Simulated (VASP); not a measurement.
Set up this calculation in VASP 6.6.1, as the native input.

- Task: relaxation of the atoms
- Functional: PBE
- Dispersion: D3(BJ)
- Potentials or basis: VASP PAW PBE potentials, release 64 (Si)
- Cutoff: 600 eV
- k mesh: 10 × 10 × 10
- Occupations: gaussian, width 0.03 eV
- Spin: no spin polarisation
- Further INCAR settings: ALGO = Normal; EDIFF = 1e-07; IBRION = 2; EDIFFG = -0.01; NSW = 40

The structure of Si lies in POSCAR:

```
Si                                      
1.0
    0.0000000000      2.6917423270      2.6917423270
    2.6917423270      0.0000000000      2.6917423270
    2.6917423270      2.6917423270      0.0000000000
  Si            
     2
Direct
     0.7500000000000000    0.7500000000000000    0.7500000000000000
     0.5000000000000000    0.5000000000000000    0.5000000000000000
```

The cell isn't the ideal one: a relaxed cell with its volume scaled by 0.98.

One way to write it, as run:

INCAR

```
SYSTEM = Si
PREC = Accurate
ENCUT = 600
EDIFF = 1E-7
ISMEAR = 0
SIGMA = 0.03
LREAL = .FALSE.
LASPH = .TRUE.
NELM = 80
ALGO = Normal
ISIF = 2
LWAVE = .FALSE.
LCHARG = .FALSE.
GGA = PE
IVDW = 12
IBRION = 2
NSW = 40
EDIFFG = -0.01
```

KPOINTS

```
Automatic mesh
0
G
  10 10 10
  0 0 0
```

Potentials or basis: VASP PAW PBE potentials, release 64 (Si).

Command:

```bash
$ cat potpaw_PBE.64/Si/POTCAR > POTCAR
$ mpirun -np 1 vasp_std > vasp.out
```

It gave:

The pressure after relaxing is 2.0 GPa, the band gap on the k mesh is 0.53 eV, indirect (least direct gap 2.58 eV) and the dispersion energy per atom is -0.323 eV.

Caveat: the relaxation stopped at its first step, so nothing moved.

Run time: 9.8 s on 1 thread of Intel(R) Xeon(R) Platinum 8488C (Sapphire Rapids) (shared host), peak memory 0.17 GiB.
